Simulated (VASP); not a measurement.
# NaCl (Fm-3m) in VASP: settings compared

One crystal, NaCl, is run at these levels: PBEsol, RPBE; tasks: relaxation of cell and atoms, single point.

Everything below comes from runs of VASP 6.6.1. Logs are shortened: lines on timing, memory, paths and dates and some standing lists are left out, and cuts for length are marked.

### 1 Starting point

Symmetry: Fm-3m, No. 225, cubic system. Conventional cell: a = 5.687 Å, b = 5.687 Å, c = 5.687 Å, α = 90.00°, β = 90.00°, γ = 90.00°. Na (site symmetry m-3m) is surrounded by 6 Cl at 2.84 Å. Cl (site symmetry m-3m) is surrounded by 6 Na at 2.84 Å.

### 2 Relaxation of cell and atoms, PBEsol

INCAR reads:

```
SYSTEM = NaCl
PREC = Accurate ; ENCUT = 600
EDIFF = 1E-7 ; ISMEAR = 0
SIGMA = 0.02 ; LREAL = .FALSE.
LASPH = .TRUE. ; NELM = 60
ALGO = Normal ; ISIF = 3
LWAVE = .FALSE. ; LCHARG = .FALSE.
GGA = PS ; IBRION = 2
NSW = 90 ; EDIFFG = -0.005
```

KPOINTS reads:

```
Automatic mesh
0
G
  4 4 4
  0 0 0
```

POSCAR reads:

```
NaCl
1.0
    0.0000000000      2.8434500000      2.8434500000
    2.8434500000      0.0000000000      2.8434500000
    2.8434500000      2.8434500000      0.0000000000
Na Cl
1 1
Direct
    0.0000000000      0.0000000000      0.0000000000
    0.5000000000      0.5000000000      0.5000000000
```

Potentials or basis: VASP PAW PBE potentials, release 64 (Na_pv, Cl).

Run with:

```bash
$ cat potpaw_PBE.64/Na_pv/POTCAR potpaw_PBE.64/Cl/POTCAR > POTCAR
$ mpirun -np 1 vasp_std > vasp.out
```

OUTCAR:

```text
SYSTEM = NaCl
   PREC = Accurate
   ENCUT = 600
   EDIFF = 1E-7
   ISMEAR = 0
   LREAL = .FALSE.
   LASPH = .TRUE.
   NELM = 60
   ISIF = 3
   GGA = PS
   IBRION = 2
   NSW = 90
   EDIFFG = -0.005

 ion  position               nearest neighbor table
   1  0.000  0.000  0.000-
   2  0.500  0.500  0.500-

  LATTYP: Found a face centered cubic cell.
 ALAT       =     5.6869000000

  Lattice vectors:

 A1 = (   0.0000000000,   2.8434500000,   2.8434500000)
 A2 = (   2.8434500000,   0.0000000000,   2.8434500000)
 A3 = (   2.8434500000,   2.8434500000,   0.0000000000)

Analysis of symmetry for initial positions (statically):
=====================================================================
 Subroutine PRICEL returns:
 Original cell was already a primitive cell.

 Routine SETGRP: Setting up the symmetry group for a
 face centered cubic supercell.

 Subroutine GETGRP returns: Found 48 space group operations
 (whereof 48 operations were pure point group operations)
 out of a pool of 48 trial point group operations.

The static configuration has the point symmetry O_h .

Analysis of symmetry for dynamics (positions and initial velocities):
=====================================================================
 Subroutine PRICEL returns:
 Original cell was already a primitive cell.

 Routine SETGRP: Setting up the symmetry group for a
 face centered cubic supercell.

 Subroutine GETGRP returns: Found 48 space group operations
 (whereof 48 operations were pure point group operations)
 out of a pool of 48 trial point group operations.

The dynamic configuration has the point symmetry O_h .

 Subroutine INISYM returns: Found 48 space group operations
 (whereof 48 operations are pure point group operations),
 and found     1 'primitive' translations

----------------------------------------------------------------------------------------

                                     Primitive cell

  volume of cell :      45.9798

  direct lattice vectors                    reciprocal lattice vectors
     0.000000000  2.843450000  2.843450000    -0.175842726  0.175842726  0.175842726
     2.843450000  0.000000000  2.843450000     0.175842726 -0.175842726  0.175842726
     2.843450000  2.843450000  0.000000000     0.175842726  0.175842726 -0.175842726

  length of vectors
     4.021245554  4.021245554  4.021245554     0.304568536  0.304568536  0.304568536

  position of ions in fractional coordinates (direct lattice)
     0.000000000  0.000000000  0.000000000
     0.500000000  0.500000000  0.500000000

  ion indices of the primitive-cell ions
   primitive index   ion index
                 1           1
                 2           2

----------------------------------------------------------------------------------------

 KPOINTS: Automatic mesh

Automatic generation of k-mesh.
 Grid dimensions read from file:
 generate k-points for:    4    4    4

 Generating k-lattice:

  Cartesian coordinates                     Fractional coordinates (reciprocal lattice)
    -0.043960682  0.043960682  0.043960682     0.250000000  0.000000000  0.000000000
     0.043960682 -0.043960682  0.043960682     0.000000000  0.250000000  0.000000000
     0.043960682  0.043960682 -0.043960682     0.000000000  0.000000000  0.250000000

  Length of vectors
     0.076142134  0.076142134  0.076142134

  Shift w.r.t. Gamma in fractional coordinates (k-lattice)
     0.000000000  0.000000000  0.000000000

 Subroutine IBZKPT returns following result:
 ===========================================

 Found      8 irreducible k-points:

 Following reciprocal coordinates:
            Coordinates               Weight
  0.000000  0.000000  0.000000      1.000000
  0.250000  0.000000  0.000000      8.000000
  0.500000  0.000000  0.000000      4.000000
  0.250000  0.250000  0.000000      6.000000
  0.500000  0.250000  0.000000     24.000000
 -0.250000  0.250000  0.000000     12.000000
  0.500000  0.500000  0.000000      3.000000
 -0.250000  0.500000  0.250000      6.000000
   k-points           NKPTS =      8   k-points in BZ     NKDIM =      8   number of bands    NBANDS=     11
   number of dos      NEDOS =    301   number of ions     NIONS =      2
   total plane-waves  NPLWV =  32768
   dimension x,y,z NGX =    32 NGY =   32 NGZ =   32
   dimension x,y,z NGXF=    64 NGYF=   64 NGZF=   64
   ions per type =               1   1
   NGX,Y,Z   is equivalent  to a cutoff of  13.23, 13.23, 13.23 a.u.
   NGXF,Y,Z  is equivalent  to a cutoff of  26.46, 26.46, 26.46 a.u.
 SYSTEM =  NaCl
   PREC   = accura    normal or accurate (medium, high low for compatibility)
   ISTART =      0    job   : 0-new  1-cont  2-samecut
   ICHARG =      2    charge: 1-file 2-atom 10-const
   ISPIN  =      1    spin polarized calculation?
   LNONCOLLINEAR =      F non collinear calculations
   LSORBIT =      F    spin-orbit coupling
   LASPH  =      T    aspherical Exc in radial PAW
   ENCUT  =  600.0 eV  44.10 Ry    6.64 a.u.   8.03  8.03  8.03*2*pi/ulx,y,z
   NELM   =     60;   NELMIN=  2; NELMDL= -5     # of ELM steps
   EDIFF  = 0.1E-06   stopping-criterion for ELM
   LREAL  =      F    real-space projection
   EDIFFG = -.5E-02   stopping-criterion for IOM
   NSW    =     90    number of steps for IOM
   IBRION =      2    ionic relax: 0-MD 1-quasi-New 2-CG
   NFREE  =      1    steps in history (QN), initial steepest desc. (CG)
   ISIF   =      3    stress and relaxation
   ISYM   =      2    0-nonsym 1-usesym 2-fastsym
   POTIM  = 0.5000    time-step for ionic-motion
   TEBEG  =    0.0;   TEEND  =   0.0 temperature during run
   PSTRESS=    0.0 pullay stress
   NELECT =      14.0000    total number of electrons
   NUPDOWN=      -1.0000    fix difference up-down
   EMIN   =  10.00;   EMAX   =-10.00  energy-range for DOS
   EFERMI =   0.00;   METHOD = LEGACY
   ISMEAR =     0;   SIGMA  =   0.02  broadening in eV -4-tet -1-fermi 0-gaus
   EFERMI_NEDOS =   21; number of points for ismear=-14 and -15
   IALGO  =     38    algorithm
   IMIX   =      4    mixing-type and parameters
     AMIX     =   0.40;   BMIX     =  1.00
     AMIX_MAG =   1.60;   BMIX_MAG =  1.00
  volume/ion in A,a.u.               =      22.99       155.14
  Fermi-wavevector in a.u.,A,eV,Ry     =   1.101358  2.081265 16.503729  1.212990
  Thomas-Fermi vector in A             =   2.237784
   LORBIT       =      0    0 simple, 1 ext, 2 COOP (PROOUT), +10 PAW based schemes
   GGA     = PS    functional components
   LHFCALC =     F    Hartree Fock is set to
   AEXX    =    0.0000 exact exchange contribution
   IVDW    =     0    specifies the selected vdW correction
   LEPSILON=     F    determine dielectric tensor
   LRPA    =     F    only Hartree local field effects (RPA)
 conjugate gradient relaxation of ions
 non-spin polarized calculation
 Gauss-broadening in eV      SIGMA  =   0.02
  energy-cutoff  :      600.00
  volume of cell :       45.98
 maximum number of plane-waves:      1572
   NGX = 17   NGY = 17   NGZ = 17

--------------------------------------- Ionic step        1  -------------------------------------------

 number of electron      13.9999998 magnetization

 Free energy of the ion-electron system (eV)
  ---------------------------------------------------
  ext. energy  EPLUGINS =         0.00000000
  ---------------------------------------------------
  free energy    TOTEN  =        -6.99063713 eV

  energy without entropy =       -6.99063713  energy(sigma->0) =       -6.99063713

------------------------ aborting loop because EDIFF is reached ----------------------------------------

  FORCE on cell =-STRESS in cart. coord.  units (eV):
  Direction    XX          YY          ZZ          XY          YZ          ZX
  --------------------------------------------------------------------------------------
  -------------------------------------------------------------------------------------
  Total       -0.2849153     -0.2849153     -0.2849153     -0.0000000      0.0000000     -0.0000000
  in kB       -9.9279504     -9.9279504     -9.9279504     -0.0000000      0.0000000     -0.0000000
  external PRESSURE =      -9.9279504 kB  Pullay stress =       0.0000000 kB

 VOLUME and BASIS-vectors are now :
 -----------------------------------------------------------------------------
  energy-cutoff  :      600.00
  volume of cell :       45.98
      direct lattice vectors                 reciprocal lattice vectors
     0.000000000  2.843450000  2.843450000    -0.175842726  0.175842726  0.175842726
     2.843450000  0.000000000  2.843450000     0.175842726 -0.175842726  0.175842726
     2.843450000  2.843450000  0.000000000     0.175842726  0.175842726 -0.175842726
[... 73 lines left out ...]
 POSITION                                       TOTAL-FORCE (eV/Angst)
 -----------------------------------------------------------------------------------
      0.00000      0.00000      0.00000         0.000000      0.000000     -0.000000
      2.80514      2.80514      2.80514        -0.000000     -0.000000      0.000000
 -----------------------------------------------------------------------------------
    total drift:                                0.000000     -0.000000     -0.000000

  FREE ENERGIE OF THE ION-ELECTRON SYSTEM (eV)
  ---------------------------------------------------
  free  energy   TOTEN  =        -6.9968207699 eV

  energy  without entropy=       -6.9968207699  energy(sigma->0) =       -6.99682077

--------------------------------------- Ionic step        4  -------------------------------------------

 number of electron      14.0000009 magnetization

 Free energy of the ion-electron system (eV)
  ---------------------------------------------------
  ext. energy  EPLUGINS =         0.00000000
  ---------------------------------------------------
  free energy    TOTEN  =        -6.99683214 eV

  energy without entropy =       -6.99683214  energy(sigma->0) =       -6.99683214

 E-fermi :  -0.4880     XC(G=0):  -8.4100

 val. band max:       -0.6799050564   @ k =   0.0000   0.0000   0.0000
 cond. band min:       4.3159755147   @ k =   0.0000   0.0000   0.0000
 fundamental gap:      4.9958805711
 Fermi energy:        -0.4880185621

 k-point     1 :       0.0000    0.0000    0.0000
  band No.  band energies     occupation
      1     -21.3025      2.00000
      2     -21.3025      2.00000
      3     -21.3025      2.00000
      4     -13.3644      2.00000
      5      -0.6799      2.00000
      6      -0.6799      2.00000
      7      -0.6799      2.00000
      8       4.3160      0.00000
      9      10.3332      0.00000
     10      10.3332      0.00000
     11      10.3332      0.00000

 k-point     2 :       0.2500    0.0000    0.0000
  band No.  band energies     occupation
      1     -21.3193      2.00000
      2     -21.3037      2.00000
      3     -21.3037      2.00000
      4     -13.1876      2.00000
      5      -1.8389      2.00000
      6      -0.8240      2.00000
      7      -0.8240      2.00000
      8       5.8057      0.00000
      9       9.2163      0.00000
     10      10.6388      0.00000
     11      10.6388      0.00000
[... 104 lines left out ...]
 POSITION                                       TOTAL-FORCE (eV/Angst)
 -----------------------------------------------------------------------------------
      5.60698      5.60698      5.60698        -0.000000     -0.000000     -0.000000
      2.80349      2.80349      2.80349         0.000000      0.000000      0.000000
 -----------------------------------------------------------------------------------
    total drift:                                0.000000     -0.000000      0.000000

  FREE ENERGIE OF THE ION-ELECTRON SYSTEM (eV)
  ---------------------------------------------------
  free  energy   TOTEN  =        -6.9968321357 eV

  energy  without entropy=       -6.9968321357  energy(sigma->0) =       -6.99683214

 reached required accuracy - stopping structural energy minimisation
```

It took 12 s on 1 thread of Intel Xeon Platinum 8559C (Emerald Rapids), shared host; peak memory 0.16 GiB.

Results:

```
Free energy                            : -6.9968 eV
Relaxed volume                         : 22.03 Å³/atom
Relaxed cell                           : a = 3.965 Å, b = 3.965 Å, c = 3.965 Å, α = 60.00°, β = 60.00°, γ = 60.00°
Space group after relaxing (to 0.05 Å) : Fm-3m (No. 225)
Energy gained by relaxing              : 3.1 meV/atom
Ionic steps                            : 4
Pressure after relaxing                : 0.0 GPa
Band gap on the k mesh                 : 5.00 eV, direct
```

The path:
| step | energy change (eV) | largest force (eV/Å) | pressure (GPa) | volume (Å³) |
| --- | --- | --- | --- | --- |
| 1 | 0.0000 | 0.0000 | -0.99 | 45.98 |
| 2 | -0.0045 | 0.0000 | -0.54 | 45.04 |
| 3 | -0.0062 | 0.0000 | -0.04 | 44.15 |
| 4 | -0.0062 | 0.0000 | 0.01 | 44.07 |

Final structure:
```cif
data_structure
_symmetry_space_group_name_H-M 'P 1'
_symmetry_Int_Tables_number 1
_cell_length_a 3.9647
_cell_length_b 3.9647
_cell_length_c 3.9647
_cell_angle_alpha 60.000
_cell_angle_beta 60.000
_cell_angle_gamma 60.000
_cell_volume 44.07
loop_
_atom_site_label
_atom_site_type_symbol
_atom_site_fract_x
_atom_site_fract_y
_atom_site_fract_z
_atom_site_occupancy
Na1 Na 0.00000 0.00000 0.00000 1
Cl1 Cl 0.50000 0.50000 0.50000 1
```

Levels at points of the mesh, in eV from the valence-band top:
| k point | band 5 | band 6 | band 7 | band 8 | band 9 | band 10 |
| --- | --- | --- | --- | --- | --- | --- |
| (0.00, 0.00, 0.00) | 0.00 | 0.00 | 0.00 | 5.00 | 11.01 | 11.01 |
| (0.50, 0.00, 0.00) | -2.03 | -0.28 | -0.28 | 7.11 | 10.64 | 10.90 |
| (0.50, 0.50, 0.00) | -1.75 | -0.63 | -0.63 | 7.48 | 7.87 | 11.25 |

Caveat: the k mesh is coarse (spacing up to 0.48 Å⁻¹), so the values aren't converged; the PAW data sets were made with another functional, which shifts forces and pressure a little. Expect the measured gap to be larger: semilocal functionals such as PBEsol lack the derivative discontinuity.

### 3 Single point, PBEsol

INCAR reads:

```
PREC = Accurate ; ENCUT = 520
EDIFF = 1E-7 ; ISMEAR = 0
SIGMA = 0.02 ; LREAL = F
LASPH = T ; NELM = 60
ALGO = Normal ; ISIF = 2
LWAVE = F ; LCHARG = T
GGA = PS ; LELF = T
LVHAR = T
```

KPOINTS reads:

```
regular mesh
0
Gamma
  8 8 8
```

POSCAR is that of step 2.

Potentials or basis: VASP PAW PBE potentials, release 64 (Na_pv, Cl).

Run with:

```bash
$ cat potpaw_PBE.64/Na_pv/POTCAR potpaw_PBE.64/Cl/POTCAR > POTCAR
$ mpirun -np 1 vasp_std > vasp.out
```

OUTCAR:

```text
PREC = Accurate
   ENCUT = 520
   EDIFF = 1E-7
   ISMEAR = 0
   LREAL = F
   LASPH = T
   NELM = 60
   ISIF = 2
   GGA = PS

 ion  position               nearest neighbor table
   1  0.000  0.000  0.000-
   2  0.500  0.500  0.500-

  LATTYP: Found a face centered cubic cell.
 ALAT       =     5.6869000000

  Lattice vectors:

 A1 = (   0.0000000000,   2.8434500000,   2.8434500000)
 A2 = (   2.8434500000,   0.0000000000,   2.8434500000)
 A3 = (   2.8434500000,   2.8434500000,   0.0000000000)

Analysis of symmetry for initial positions (statically):
=====================================================================
 Subroutine PRICEL returns:
 Original cell was already a primitive cell.

 Routine SETGRP: Setting up the symmetry group for a
 face centered cubic supercell.

 Subroutine GETGRP returns: Found 48 space group operations
 (whereof 48 operations were pure point group operations)
 out of a pool of 48 trial point group operations.

The static configuration has the point symmetry O_h .

[... 170 lines left out ...]
  band No.  band energies     occupation
      1     -21.6245      2.00000
      2     -21.6245      2.00000
      3     -21.6245      2.00000
      4     -13.5136      2.00000
      5      -0.9252      2.00000
      6      -0.9252      2.00000
      7      -0.9252      2.00000
      8       3.9183      0.00000
      9      10.0471      0.00000
     10      10.0471      0.00000
     11      10.0471      0.00000
[... 309 lines left out ...]
 k-point    24 :      -0.3750    0.2500    0.1250
  band No.  band energies     occupation
      1     -21.6463      2.00000
      2     -21.6321      2.00000
      3     -21.6286      2.00000
      4     -13.1619      2.00000
      5      -2.5512      2.00000
      6      -1.6748      2.00000
      7      -1.3266      2.00000
      8       7.1606      0.00000
      9       8.4278      0.00000
     10       9.0721      0.00000
     11      10.6083      0.00000

 [... further k-points ...]

------------------------ aborting loop because EDIFF is reached ----------------------------------------

  FORCE on cell =-STRESS in cart. coord.  units (eV):
  Direction    XX          YY          ZZ          XY          YZ          ZX
  --------------------------------------------------------------------------------------
  -------------------------------------------------------------------------------------
  Total       -0.2977588     -0.2977588     -0.2977588      0.0000000      0.0000000      0.0000000
  in kB      -10.3754856    -10.3754856    -10.3754856      0.0000000      0.0000000      0.0000000
  external PRESSURE =     -10.3754856 kB  Pullay stress =       0.0000000 kB

 VOLUME and BASIS-vectors are now :
 -----------------------------------------------------------------------------
  energy-cutoff  :      520.00
  volume of cell :       45.98
      direct lattice vectors                 reciprocal lattice vectors
     0.000000000  2.843450000  2.843450000    -0.175842726  0.175842726  0.175842726
     2.843450000  0.000000000  2.843450000     0.175842726 -0.175842726  0.175842726
     2.843450000  2.843450000  0.000000000     0.175842726  0.175842726 -0.175842726

 POSITION                                       TOTAL-FORCE (eV/Angst)
 -----------------------------------------------------------------------------------
      0.00000      0.00000      0.00000         0.000000      0.000000      0.000000
      2.84345      2.84345      2.84345        -0.000000     -0.000000     -0.000000
 -----------------------------------------------------------------------------------
    total drift:                               -0.000000      0.000000      0.000000

  FREE ENERGIE OF THE ION-ELECTRON SYSTEM (eV)
  ---------------------------------------------------
  free  energy   TOTEN  =        -6.9921025558 eV

  energy  without entropy=       -6.9921025558  energy(sigma->0) =       -6.99210256
```

Wall time 10 s (1 thread of Intel Xeon Platinum 8559C (Emerald Rapids), shared host); peak memory 0.16 GiB.

What came out:

| Item | Value |
| --- | --- |
| Free energy | -6.9921 eV |
| Pressure | -1.0 GPa |
| Band gap on the k mesh | 4.84 eV, direct |

Caveat: the PAW data sets were made with another functional, which shifts forces and pressure a little. A k mesh can miss the band edges.

(Part 1 of 3 ends here.)
